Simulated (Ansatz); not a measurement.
# Zinc, hcp under r²SCAN: convergence with the plane-wave cutoff, part 2 of 2

Aim: find which plane-wave cutoff is enough for energy and pressure. The geometry was relaxed under r²SCAN beforehand and stays fixed; 9 values are run, from 150 to 800 eV. Wanted are the values from which on the energy stays within 10 and 1 meV/atom, and the pressure within 0.5 GPa, of the last run. Within the series other settings stay, but some runs also write fields, which adds to their time. Spin polarisation is left out.

Ansatz 0.2.0; DFT r²SCAN, plane waves with PAW, scalar-relativistic. Earlier steps stand in the parts before.

## Step 7: With a cutoff of 350 eV

The run at 350 eV.

input.yaml reads:

```yaml
crystal:
  lattice:
    - [2.6187264646, 0.0, 0.0]
    - [-1.3093632323, 2.2678836439, 0.0]
    - [0.0, 0.0, 4.8388970683]
  atoms:
    - { symbol: Zn, position: [0.3333333333, 0.6666666667, 0.25] }
    - { symbol: Zn, position: [0.6666666667, 0.3333333333, 0.75] }
hamiltonian:
  xc: r2scan
  pseudopotentials:
    kind: paw
    azcp:
      Zn: "pseudopotentials/Zn.paw.azcp"
basis:
  ecutwfc: 350
  fft_grid_basis: typed
kpoints:
  mp_grid: { grid: [14, 14, 7], shift: [0, 0, 0] }
magnetization:
  spin_polarized: false
scf:
  occupations: { method: fermi_dirac, width: 0.1 }
  lower_state_search: "off"
output:
  stress: true
```

Command:

```console
$ ansatz run input.yaml --threads 2 --pin off --max-ram 5120MiB --backend cpu --events-out ev --progress --plain --runs-dir out
```

What it wrote (excerpt; [...] marks lines left out):

```text
Warning: basis.ecutwfc = 350 eV is below the records' recommended 500 eV, and the density's cutoff is lower with it unless basis.ecutrho_ratio is high enough to keep the records' density cutoff: compare with a run at a higher cutoff
Warning: RAYON_NUM_THREADS=2 ignored (pool sized by the plan → 2); use --threads N
[...]
Pseudopotentials: kind: paw
Pseudopotential: Zn, paw, valence charge 12, recommended cutoff 500 eV (meta_gga), <dir>
Functional definition: r2SCAN
[...]
Crystal: 2 atoms, lattice volume = 28.738 Å³
Basis set: ecut = 350 eV, 411 PW (Γ), exchange–correlation on 64×64×120 points (64 copies of the dense FFT grid, shifted against one another)
Bands: 16, of which v1, the nominal top of the filled ones, is band 12 counted from 1 (11 counted from 0)
Symmetry: 24 space group operations
Space group: P63/mmc (ITA 194), of the structure as read, at distance tolerance 3.1e-5 Å
k-points: 96 of 1372
[...]
SCF iter   1: F=-6651.260372 eV  HF=-6651.337723 eV  |F-HF|=7.74e-2  |Δ(HF+E_count)|=         —  Δρ=2.29e-2  dr2=7.33e-2  dr2_τ=2.72e-3  ethr=1.77e-3  ⟨swp⟩=4.8  Hψ=7731  notcnv=0
[...]
SCF iter   6: F=-6651.321227 eV  HF=-6651.321227 eV  |F-HF|=5.77e-10  |Δ(HF+E_count)|=   1.27e-6  Δρ=1.64e-5  dr2=3.44e-8  dr2_τ=1.36e-10  ethr=4.17e-10  ⟨swp⟩=4.6  Hψ=5817  notcnv=0
[...]
SCF converged after 6 iterations
Free energy (F): -6651.321227 eV
[...]
E sigma→0 (E₀):  -6651.314133 eV
Entropy (-TS):   -0.014188 eV (-7.094 meV/atom)
Fermi energy:    11.758847 eV
[...]
--- Stress (GPa, compression-positive) ---
        0.794017      -0.000000       0.000000
       -0.000000       0.794017       0.000000
        0.000000       0.000000      -0.982559
  P = ⅓ Tr σ = 0.2018 GPa (2.018 kbar)
```

Run time: 1.6 s. Hardware: 2 threads of Arm Neoverse V2, shared host; peak memory 0.33 GiB.

## Step 8: With a cutoff of 420 eV

The run at 420 eV.

input.yaml, as its differences from that of step 7:

```diff
@@ -15,3 +15,3 @@
 basis:
-  ecutwfc: 350
+  ecutwfc: 420
   fft_grid_basis: typed
```

Command:

```console
$ ansatz run input.yaml --threads 2 --pin off --max-ram 5120MiB --backend cpu --events-out ev --progress --plain --runs-dir out
```

What it wrote (excerpt; [...] marks lines left out):

```text
Warning: basis.ecutwfc = 420 eV is below the records' recommended 500 eV, and the density's cutoff is lower with it unless basis.ecutrho_ratio is high enough to keep the records' density cutoff: compare with a run at a higher cutoff
Warning: RAYON_NUM_THREADS=2 ignored (pool sized by the plan → 2); use --threads N
[...]
[... 3 set-up lines as earlier in the session ...]
[...]
Crystal: 2 atoms, lattice volume = 28.738 Å³
Basis set: ecut = 420 eV, 563 PW (Γ), exchange–correlation on 72×72×144 points (64 copies of the dense FFT grid, shifted against one another)
Bands: 16, of which v1, the nominal top of the filled ones, is band 12 counted from 1 (11 counted from 0)
[... 2 set-up lines as earlier in the session ...]
k-points: 96 of 1372
[...]
SCF iter   1: F=-6651.273473 eV  HF=-6651.352171 eV  |F-HF|=7.87e-2  |Δ(HF+E_count)|=         —  Δρ=2.26e-2  dr2=7.11e-2  dr2_τ=2.51e-3  ethr=1.77e-3  ⟨swp⟩=5.2  Hψ=8064  notcnv=0
[...]
SCF iter   6: F=-6651.335343 eV  HF=-6651.335343 eV  |F-HF|=3.77e-9  |Δ(HF+E_count)|=   1.33e-6  Δρ=1.74e-5  dr2=4.17e-8  dr2_τ=1.54e-10  ethr=4.17e-10  ⟨swp⟩=5.0  Hψ=6449  notcnv=0
[...]
SCF converged after 6 iterations
Free energy (F): -6651.335343 eV
[...]
E sigma→0 (E₀):  -6651.328241 eV
Entropy (-TS):   -0.014203 eV (-7.102 meV/atom)
Fermi energy:    11.755620 eV
[...]
--- Stress (GPa, compression-positive) ---
        0.518504      -0.000000       0.000000
       -0.000000       0.518504       0.000000
        0.000000       0.000000      -0.961143
  P = ⅓ Tr σ = 0.0253 GPa (0.253 kbar)
```

Run time: 2.1 s. Hardware: 2 threads of Arm Neoverse V2, shared host; peak memory 0.36 GiB.

## Step 9: With a cutoff of 500 eV

The run at 500 eV.

input.yaml, as its differences from that of step 8:

```diff
@@ -15,3 +15,3 @@
 basis:
-  ecutwfc: 420
+  ecutwfc: 500
   fft_grid_basis: typed
@@ -26 +26,5 @@
   stress: true
+  write_density: true
+  write_potential: true
+  elf: true
+  volumetric_format: npy
```

Command:

```console
$ ansatz run input.yaml --threads 2 --pin off --max-ram 5120MiB --backend cpu --events-out ev --progress --plain --runs-dir out
```

What it wrote (excerpt; [...] marks lines left out):

```text
Warning: RAYON_NUM_THREADS=2 ignored (pool sized by the plan → 2); use --threads N
[...]
[... 3 set-up lines as earlier in the session ...]
[...]
Crystal: 2 atoms, lattice volume = 28.738 Å³
Basis set: ecut = 500 eV, 737 PW (Γ), exchange–correlation on 80×80×144 points (64 copies of the dense FFT grid, shifted against one another)
Bands: 16, of which v1, the nominal top of the filled ones, is band 12 counted from 1 (11 counted from 0)
[... 2 set-up lines as earlier in the session ...]
k-points: 96 of 1372
[...]
SCF iter   1: F=-6651.280538 eV  HF=-6651.356673 eV  |F-HF|=7.61e-2  |Δ(HF+E_count)|=         —  Δρ=2.31e-2  dr2=7.45e-2  dr2_τ=2.46e-3  ethr=1.77e-3  ⟨swp⟩=5.0  Hψ=8300  notcnv=0
[...]
SCF iter   6: F=-6651.340878 eV  HF=-6651.340878 eV  |F-HF|=1.09e-9  |Δ(HF+E_count)|=   1.47e-6  Δρ=1.77e-5  dr2=4.08e-8  dr2_τ=2.01e-10  ethr=4.17e-10  ⟨swp⟩=10.2  Hψ=12556  notcnv=0
[...]
SCF converged after 6 iterations
Free energy (F): -6651.340878 eV
[...]
E sigma→0 (E₀):  -6651.333773 eV
Entropy (-TS):   -0.014210 eV (-7.105 meV/atom)
Fermi energy:    11.752915 eV
[...]
--- Stress (GPa, compression-positive) ---
        0.528429      -0.000000       0.000000
       -0.000000       0.528429       0.000000
        0.000000       0.000000      -0.925170
  P = ⅓ Tr σ = 0.0439 GPa (0.439 kbar)
--- Band table (eV; the first three rows and the last of 96) ---
  k-point 0: bands = ["0.4356", "2.5793", "3.4186", "3.6776", "3.6776", "3.7366", "3.7366", "4.0945", "4.0945", "4.3328", "4.3328", "7.6947", "8.7776", "26.7517", "30.3091", "30.8060"]
[...]
```

It took 3.5 s on 2 threads of Arm Neoverse V2, shared host; peak memory 0.39 GiB.

## Step 10: With a cutoff of 600 eV

The run at 600 eV.

input.yaml, as its differences from that of step 9:

```diff
@@ -15,3 +15,3 @@
 basis:
-  ecutwfc: 500
+  ecutwfc: 600
   fft_grid_basis: typed
```

Command:

```console
$ ansatz run input.yaml --threads 2 --pin off --max-ram 5120MiB --backend cpu --events-out ev --progress --plain --runs-dir out
```

What it wrote (excerpt; [...] marks lines left out):

```text
Warning: RAYON_NUM_THREADS=2 ignored (pool sized by the plan → 2); use --threads N
[...]
[... 3 set-up lines as earlier in the session ...]
[...]
Crystal: 2 atoms, lattice volume = 28.738 Å³
Basis set: ecut = 600 eV, 931 PW (Γ), exchange–correlation on 96×96×160 points (64 copies of the dense FFT grid, shifted against one another)
Bands: 16, of which v1, the nominal top of the filled ones, is band 12 counted from 1 (11 counted from 0)
[... 2 set-up lines as earlier in the session ...]
k-points: 96 of 1372
[...]
SCF iter   1: F=-6651.284914 eV  HF=-6651.357352 eV  |F-HF|=7.24e-2  |Δ(HF+E_count)|=         —  Δρ=2.30e-2  dr2=7.34e-2  dr2_τ=2.46e-3  ethr=1.77e-3  ⟨swp⟩=5.0  Hψ=8443  notcnv=0
[...]
SCF iter   6: F=-6651.341738 eV  HF=-6651.341738 eV  |F-HF|=1.48e-9  |Δ(HF+E_count)|=   1.57e-6  Δρ=1.84e-5  dr2=4.26e-8  dr2_τ=1.95e-10  ethr=4.17e-10  ⟨swp⟩=11.6  Hψ=14663  notcnv=0
[...]
SCF converged after 6 iterations
Free energy (F): -6651.341738 eV
[...]
E sigma→0 (E₀):  -6651.334633 eV
Entropy (-TS):   -0.014211 eV (-7.105 meV/atom)
Fermi energy:    11.752539 eV
[...]
--- Stress (GPa, compression-positive) ---
        0.533874      -0.000000       0.000000
       -0.000000       0.533874       0.000000
        0.000000       0.000000      -0.914507
  P = ⅓ Tr σ = 0.0511 GPa (0.511 kbar)
--- Band table (eV; the first three rows and the last of 96) ---
  k-point 0: bands = ["0.4355", "2.5785", "3.4178", "3.6767", "3.6767", "3.7357", "3.7357", "4.0936", "4.0936", "4.3319", "4.3319", "7.6947", "8.7770", "26.7515", "30.3084", "30.8056"]
[...]
```

Wall time 4.4 s (2 threads of Arm Neoverse V2, shared host); peak memory 0.44 GiB.

## Step 11: With a cutoff of 800 eV

The run at 800 eV.

input.yaml, as its differences from that of step 10:

```diff
@@ -15,3 +15,3 @@
 basis:
-  ecutwfc: 600
+  ecutwfc: 800
   fft_grid_basis: typed
@@ -26,5 +26 @@
   stress: true
-  write_density: true
-  write_potential: true
-  elf: true
-  volumetric_format: npy
```

Command:

```console
$ ansatz run input.yaml --threads 2 --pin off --max-ram 5120MiB --backend cpu --events-out ev --progress --plain --runs-dir out
```

What it wrote (excerpt; [...] marks lines left out):

```text
Warning: RAYON_NUM_THREADS=2 ignored (pool sized by the plan → 2); use --threads N
[...]
[... 3 set-up lines as earlier in the session ...]
[...]
Crystal: 2 atoms, lattice volume = 28.738 Å³
Basis set: ecut = 800 eV, 1487 PW (Γ), exchange–correlation on 100×100×180 points (64 copies of the dense FFT grid, shifted against one another)
Bands: 16, of which v1, the nominal top of the filled ones, is band 12 counted from 1 (11 counted from 0)
[... 2 set-up lines as earlier in the session ...]
k-points: 96 of 1372
[...]
SCF iter   1: F=-6651.289125 eV  HF=-6651.358026 eV  |F-HF|=6.89e-2  |Δ(HF+E_count)|=         —  Δρ=2.27e-2  dr2=7.19e-2  dr2_τ=2.45e-3  ethr=1.77e-3  ⟨swp⟩=5.2  Hψ=9121  notcnv=0
[...]
SCF iter   6: F=-6651.342137 eV  HF=-6651.342137 eV  |F-HF|=1.92e-8  |Δ(HF+E_count)|=   1.66e-6  Δρ=1.50e-5  dr2=2.69e-8  dr2_τ=1.47e-10  ethr=4.17e-10  ⟨swp⟩=5.9  Hψ=7368  notcnv=0
[...]
SCF converged after 6 iterations
Free energy (F): -6651.342137 eV
[...]
E sigma→0 (E₀):  -6651.335032 eV
Entropy (-TS):   -0.014209 eV (-7.105 meV/atom)
Fermi energy:    11.752403 eV
[...]
--- Stress (GPa, compression-positive) ---
        0.534017      -0.000000       0.000000
       -0.000000       0.534017       0.000000
        0.000000       0.000000      -0.918671
  P = ⅓ Tr σ = 0.0498 GPa (0.498 kbar)
```

Run time: 5.1 s. Hardware: 2 threads of Arm Neoverse V2, shared host; peak memory 0.49 GiB.

## Step 12: All values side by side

Energies count from the run at 800 eV.

```tsv
cutoff (eV)	plane waves at Γ	E(σ → 0) (meV/atom)	P (GPa)	SCF cycles	CPU time
150	135	31554.79	6.37	9	1.8 s
200	173	6709.33	-5.67	7	1.9 s
250	259	1154.54	4.20	6	2.1 s
300	337	108.56	0.75	7	2.8 s
350	411	10.45	0.20	6	3 s
420	563	3.40	0.03	6	3.9 s
500	737	0.63	0.04	6	6.8 s
600	931	0.20	0.05	6	8.5 s
800	1487	0.00	0.05	6	9.9 s
```

## Step 13: Results

The summary covers parts 1 to 2.

| quantity | value |
| --- | --- |
| E(σ → 0) stays within 10 meV/atom of 800 eV | from 420 eV on |
| E(σ → 0) stays within 1 meV/atom | from 500 eV on |
| pressure stays within 0.5 GPa | from 350 eV on |
| pressure at 800 eV | 0.05 GPa |
| CPU time, dearest over cheapest | 5.4 |
| run at the usual settings (mesh 23×23×11 against the series' 14×14×7, 500 eV) | -1.9 meV/atom from 800 eV, 0.03 GPa |

The far end, 150 eV, lies +31555 meV/atom and +6.3 GPa from the yardstick. Each step up in cutoff lowers the energy. 1 meV/atom is reached at 500 eV; energy differences often converge earlier, as errors cancel. The cell taken over is 6 % smaller than the measured one (15.21 Å³/atom, COD).
